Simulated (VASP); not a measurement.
# ZnO (P6_3mc) in VASP: a series of runs, part 2 of 2

VASP 6.6.1. The steps go on from the part before.

## Step 4: Single point, PBE

Input file INCAR:

```
SYSTEM = ZnH3O
ALGO = Fast ; EDIFF = 1E-6
ENCUT = 520 ; GGA = PE
ISIF = 2 ; ISMEAR = 0
LASPH = .TRUE. ; LCHARG = .FALSE.
LREAL = Auto ; LWAVE = .FALSE.
NBANDS = 58 ; NELM = 100
PREC = Accurate ; SIGMA = 0.05
```

Input file KPOINTS:

```
k-points
0
G
  1 1 6
  0 0 0
```

Input file POSCAR:

```
ZnH3O
1.0
   14.8000000000      0.0000000000      0.0000000000
    0.0000000000     14.3000000000      0.0000000000
    0.0000000000      0.0000000000      5.1197295501
Zn O H
4 4 12
Direct
    0.5000000000      0.4926395673      0.5488258765
    0.3759466702      0.4184112167      0.9406071343
    0.6240533298      0.4184112167      0.9406071343
    0.5000000000      0.6408420070      0.9405552245
    0.3841895298      0.4236226479      0.3975572702
    0.6158104702      0.4236226479      0.3975572702
    0.5000000000      0.6309154636      0.3974364720
    0.5000000000      0.4924994140      0.9181718216
    0.3985985448      0.3142549023      0.8551300897
    0.3002088103      0.4905285372      0.8524664110
    0.6014014552      0.3142549023      0.8551300897
    0.6997911897      0.4905285372      0.8524664110
    0.4016128709      0.6725128912      0.8538337180
    0.5983871291      0.6725128912      0.8538337180
    0.3866615453      0.3630995057      0.4949347772
    0.3350476741      0.4558973417      0.4969739287
    0.6133384547      0.3630995057      0.4949347772
    0.6649523259      0.4558973417      0.4969739287
    0.4482647467      0.6589132871      0.4957745866
    0.5517352533      0.6589132871      0.4957745866
```

Potentials or basis: VASP PAW PBE potentials, release 64 (Zn, O, H).

Started as:

```sh
$ cat potpaw_PBE.64/Zn/POTCAR potpaw_PBE.64/O/POTCAR potpaw_PBE.64/H/POTCAR > POTCAR
$ mpirun -np 1 vasp_std > vasp.out
```

Run time: 4.9 min. Hardware: 1 thread of Intel Xeon 6975P-C (Granite Rapids), shared host; peak memory 0.94 GiB.

The run converged. Its results:

| Quantity | Value |
| --- | --- |
| Free energy | -71.0140 eV |
| Largest force | 0.130 eV/Å |
| Band gap on the k mesh | 2.70 eV, indirect (least direct gap 2.81 eV) |

Forces on the atoms (eV/Å):
```
Zn   0.000 -0.001 -0.115
Zn   0.016 -0.002  0.021
Zn  -0.016 -0.002  0.021
Zn   0.000 -0.015  0.021
O    0.024  0.009 -0.053
O   -0.024  0.009 -0.053
O    0.000 -0.020 -0.048
O    0.000  0.009  0.129
H    0.000 -0.029 -0.007
H   -0.025  0.020 -0.015
H    0.000 -0.029 -0.007
H    0.025  0.020 -0.015
H   -0.026  0.012 -0.011
H    0.026  0.012 -0.011
H    0.023 -0.091  0.019
H   -0.072  0.067  0.029
H   -0.023 -0.091  0.019
H    0.072  0.067  0.029
H   -0.090  0.026  0.023
H    0.090  0.026  0.023
```

Levels at points of the mesh, in eV from the valence-band top:
```csv
k point,band 38,band 39,band 40,band 41,band 42,band 43,band 44,band 45,band 46,band 47
"(0.00, 0.00, 0.00)",-1.01,-1.00,-0.37,-0.37,0.00,3.00,4.65,5.32,5.40,5.42
"(0.00, 0.00, 0.50)",-0.94,-0.94,-0.44,-0.44,-0.12,2.70,3.48,3.48,4.35,5.75
```

As with any semilocal functional, this PBE gap is likely too small.

## Step 5: Single point, PBE

Input file INCAR:

```
SYSTEM = ZnH3O
PREC = Accurate
ENCUT = 520
EDIFF = 1E-6
ISMEAR = 0
SIGMA = 0.05
LREAL = Auto
LASPH = .True.
NELM = 100
ALGO = Fast
ISIF = 2
LWAVE = .False.
LCHARG = .True.
GGA = PE
LELF = .True.
LVHAR = .True.
NBANDS = 58
```

Input file KPOINTS:

```
Automatic mesh
0
Gamma
  1 1 6
  0 0 0
```

Input file POSCAR:

```
ZnH3O
1.0
   14.8000000000      0.0000000000      0.0000000000
    0.0000000000     14.3000000000      0.0000000000
    0.0000000000      0.0000000000      5.2933196408
Zn O H
4 4 12
Direct
    0.5000000000      0.4925688556      0.4999697864
    0.3892062034      0.4263654249      0.9999697864
    0.6107937966      0.4263654249      0.9999697864
    0.5000000000      0.6249757169      0.9999697864
    0.3892062034      0.4263654249      0.3790402136
    0.6107937966      0.4263654249      0.3790402136
    0.5000000000      0.6249757169      0.3790402136
    0.5000000000      0.4925688556      0.8790402136
    0.3892062034      0.3236831412      0.9061882061
    0.3032849759      0.4777065668      0.9061882061
    0.6107937966      0.3236831412      0.9061882061
    0.6967150241      0.4777065668      0.9061882061
    0.4140787725      0.6763168588      0.9061882061
    0.5859212275      0.6763168588      0.9061882061
    0.3892062034      0.3621061893      0.4377293316
    0.3354361449      0.4584950428      0.4377293316
    0.6107937966      0.3621061893      0.4377293316
    0.6645638551      0.4584950428      0.4377293316
    0.4462299415      0.6571053347      0.4377293316
    0.5537700585      0.6571053347      0.4377293316
```

Potentials or basis: VASP PAW PBE potentials, release 64 (Zn, O, H).

Started as:

```sh
$ cat potpaw_PBE.64/Zn/POTCAR potpaw_PBE.64/O/POTCAR potpaw_PBE.64/H/POTCAR > POTCAR
$ mpirun -np 1 vasp_std > vasp.out
```

OUTCAR:

```text
SYSTEM = ZnH3O
   PREC = Accurate
   ENCUT = 520
   EDIFF = 1E-6
   ISMEAR = 0
   LREAL = Auto
   LASPH = .True.
   NELM = 100
   ISIF = 2
   GGA = PE

 ion  position               nearest neighbor table
   1  0.500  0.493  0.500-   7 2.00   6 2.00   5 2.00   8 2.01
   2  0.389  0.426  1.000-   9 1.55  10 1.55   8 2.00   5 2.01
   3  0.611  0.426  1.000-  11 1.55  12 1.55   8 2.00   6 2.01
   4  0.500  0.625  1.000-  13 1.55  14 1.55   8 2.00   7 2.01
   5  0.389  0.426  0.379-  15 0.97  16 0.97   1 2.00   2 2.01
   6  0.611  0.426  0.379-  17 0.97  18 0.97   1 2.00   3 2.01
   7  0.500  0.625  0.379-  19 0.97  20 0.97   1 2.00   4 2.01
   8  0.500  0.493  0.879-   4 2.00   3 2.00   2 2.00   1 2.01
   9  0.389  0.324  0.906-   2 1.55
  10  0.303  0.478  0.906-   2 1.55
  11  0.611  0.324  0.906-   3 1.55
  12  0.697  0.478  0.906-   3 1.55
  13  0.414  0.676  0.906-   4 1.55
  14  0.586  0.676  0.906-   4 1.55
  15  0.389  0.362  0.438-   5 0.97
  16  0.335  0.458  0.438-   5 0.97
  17  0.611  0.362  0.438-   6 0.97
  18  0.665  0.458  0.438-   6 0.97
  19  0.446  0.657  0.438-   7 0.97
  20  0.554  0.657  0.438-   7 0.97
[... 210 lines left out ...]

 k-point     1 :       0.0000    0.0000    0.0000
  band No.  band energies     occupation
      1     -28.9877      2.00000
      2     -28.9115      2.00000
      3     -28.9086      2.00000
      4     -22.5145      2.00000
      5     -16.7481      2.00000
      6     -16.7452      2.00000
[... 217 lines left out ...]
     53       1.6802      0.00000
     54       1.9855      0.00000
 [bands above 54 left out]

------------------------ aborting loop because EDIFF is reached ----------------------------------------

  FORCE on cell =-STRESS in cart. coord.  units (eV):
  Direction    XX          YY          ZZ          XY          YZ          ZX
  --------------------------------------------------------------------------------------
  -------------------------------------------------------------------------------------
  Total       10.0286114     10.0218741      4.5014637      0.0000000     -0.0002694      0.0000000
  in kB       14.3425216     14.3328862      6.4378145      0.0000000     -0.0003853      0.0000000
  external PRESSURE =      11.7044074 kB  Pullay stress =       0.0000000 kB

 VOLUME and BASIS-vectors are now :
 -----------------------------------------------------------------------------
  energy-cutoff  :      520.00
  volume of cell :     1120.28
      direct lattice vectors                 reciprocal lattice vectors
    14.800000000  0.000000000  0.000000000     0.067567568  0.000000000  0.000000000
     0.000000000 14.300000000  0.000000000     0.000000000  0.069930070  0.000000000
     0.000000000  0.000000000  5.293319641     0.000000000  0.000000000  0.188917365

 POSITION                                       TOTAL-FORCE (eV/Angst)
 -----------------------------------------------------------------------------------
      7.40000      7.04373      2.64650         0.000000      0.001897      2.663887
      5.76025      6.09703      5.29316        -0.751965     -0.432559     -2.503024
      9.03975      6.09703      5.29316         0.751965     -0.432559     -2.503024
      7.40000      8.93715      5.29316         0.000000      0.869380     -2.502844
      5.76025      6.09703      2.00638         0.556175      0.317775      0.475545
      9.03975      6.09703      2.00638        -0.556175      0.317775      0.475545
[... 12 lines left out ...]
      6.60420      9.39661      2.31704        -0.400664      0.638585      0.635901
      8.19580      9.39661      2.31704         0.400664      0.638585      0.635901
 -----------------------------------------------------------------------------------
    total drift:                                0.000000     -0.005177      0.004799

  FREE ENERGIE OF THE ION-ELECTRON SYSTEM (eV)
  ---------------------------------------------------
  free  energy   TOTEN  =       -68.1655670207 eV

  energy  without entropy=      -68.1655670207  energy(sigma->0) =      -68.16556702
```

OSZICAR:

```text
N       E                     dE             d eps       ncg     rms          rms(c)
DAV:   1     0.587695460694E+03    0.58770E+03   -0.30603E+04   520   0.108E+03
DAV:   2     0.506522486616E+02   -0.53704E+03   -0.52324E+03   602   0.257E+02
DAV:   3    -0.734212570015E+02   -0.12407E+03   -0.12342E+03   632   0.120E+02
[... 16 lines left out ...]
RMM:  20    -0.681655489079E+02   -0.19744E-04   -0.46094E-06   462   0.560E-03    0.193E-03
RMM:  21    -0.681655626366E+02   -0.13729E-04   -0.28546E-06   449   0.437E-03    0.939E-04
RMM:  22    -0.681655651263E+02   -0.24897E-05   -0.64494E-07   423   0.231E-03    0.390E-04
RMM:  23    -0.681655663261E+02   -0.11997E-05   -0.16878E-07   294   0.988E-04    0.429E-04
RMM:  24    -0.681655670207E+02   -0.69460E-06   -0.63127E-08   265   0.739E-04
   1 F= -.68165567E+02 E0= -.68165567E+02  d E =-.746779E-14
```

It took 5.4 min on 1 thread of Intel Xeon 6975P-C (Granite Rapids), shared host; peak memory 1 GiB.

Results:

- Free energy: -68.1656 eV
- Largest force: 2.664 eV/Å
- Band gap on the k mesh: 1.05 eV, indirect (least direct gap 1.08 eV)

Forces on the atoms (eV/Å):
```
Zn   0.000  0.002  2.664
Zn  -0.752 -0.433 -2.503
Zn   0.752 -0.433 -2.503
Zn   0.000  0.869 -2.503
O    0.556  0.318  0.476
O   -0.556  0.318  0.476
O    0.000 -0.640  0.474
O    0.000 -0.003 -0.354
H    0.399 -0.849 -0.007
H   -0.535  0.769 -0.007
H   -0.399 -0.849 -0.007
H    0.535  0.769 -0.007
H   -0.934  0.078 -0.007
H    0.934  0.078 -0.007
H   -0.352 -0.664  0.636
H   -0.752  0.029  0.636
H    0.352 -0.664  0.636
H    0.752  0.029  0.636
H   -0.401  0.639  0.636
H    0.401  0.639  0.636
```

## Step 6: Summary

```tsv
task	potentials or basis	cell	k mesh	cutoff (eV)	smearing	gap on the mesh (eV)	pressure (GPa)	largest force (eV/Å)
single point	VASP PAW PBE potentials, release 64 (Zn, O)	P6_3mc, 12.33 Å³/atom	12 × 12 × 6	520	gaussian 0.02 eV	0.73	0.9	-
relaxation of cell and atoms	VASP PAW PBE potentials, release 64 (Zn, O)	relaxed	12 × 12 × 6	600	gaussian 0.02 eV	0.72	0.0	-
single point	VASP PAW PBE potentials, release 64 (Zn, O, H)	Pm, 54.18 Å³/atom	1 × 1 × 6	520	gaussian 0.05 eV	2.70	-	0.13
single point	VASP PAW PBE potentials, release 64 (Zn, O, H)	Pm, 56.01 Å³/atom	1 × 1 × 6	520	gaussian 0.05 eV	1.05	-	2.66
```

Alike in all rows: level PBE; no spin polarisation.

Total energies depend on the potentials used, so only differences within one code and one set of settings carry meaning.

## Step 7: Against experiment

Step 2. A measured gap of ZnO is 3.37 eV (quoted in “Electronic structure of alkaline earth and post-transition metal oxides”, 2009, arxiv:0908.1581); the calculated 0.73 eV misses it by -2.64 eV. So large a miss can be the level of theory's own, or it may mean another phase, state or a wrong row. The value is that of PBE, without temperature or zero-point motion. Semilocal functionals fall short of measured gaps as a rule.
